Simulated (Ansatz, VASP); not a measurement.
# Au in VASP and in Ansatz

Contents of INCAR:

```
ALGO = Fast
EDIFF = 1E-6
ENCUT = 520
GGA = PE
ISIF = 2
ISMEAR = 0
LASPH = T
LCHARG = T
LELF = T
LREAL = F
LVHAR = T
LWAVE = F
NBANDS = 12
NELM = 100
PREC = Accurate
SIGMA = 0.02
```

Contents of KPOINTS:

```
k-points
0
Gamma
  11 11 11
```

POSCAR

```
Au
1.0
   -1.6572690000      1.6572690000      1.6572690000
    1.6572690000     -1.6572690000      1.6572690000
    1.6572690000      1.6572690000     -1.6572690000
Au
1
Direct
    0.0000000000      0.0000000000      0.0000000000
```

Contents of input.yaml:

```yaml
crystal:
  lattice:
    - [-1.657269, 1.657269, 1.657269]
    - [1.657269, -1.657269, 1.657269]
    - [1.657269, 1.657269, -1.657269]
  atoms:
    - { symbol: Au, position: [0.0, 0.0, 0.0] }
kpoints:
  mp_grid: { grid: [11, 11, 11] }
scf:
  occupations: { method: gaussian, width: 0.02 }
hamiltonian:
  xc: pbe
  pseudopotentials: { kind: all_electron, lapw: { basis_error: 0.001 } }
output:
  forces: true
  stress: true
  eigenvalues: true
```

This isn't the form of Au at room conditions, which is fcc.

Alike in both runs: task single point; functional PBE; k mesh 11 × 11 × 11; occupations gaussian, width 0.02 eV; no spin polarisation.

```csv
,VASP,Ansatz
version,VASP 6.6.1,Ansatz 0.2.0
potentials or method,"VASP PAW PBE potentials, release 64 (Au)","all-electron LAPW, scalar-relativistic"
plane-wave cutoff (eV),520,see its input
```

|  | VASP | Ansatz | Ansatz less VASP |
| --- | --- | --- | --- |
| gap on the k mesh at the Fermi level (eV) | none | none | - |
| pressure (GPa) | -1.0 | -0.9 | +0.17 |

A gap of «none» marks a metal or a gap that the smearing closes. Ansatz ran all-electron here, so the differences hold the error of VASP's frozen core and of both bases.

Spin-orbit coupling is left out, which matters for the levels of Au.
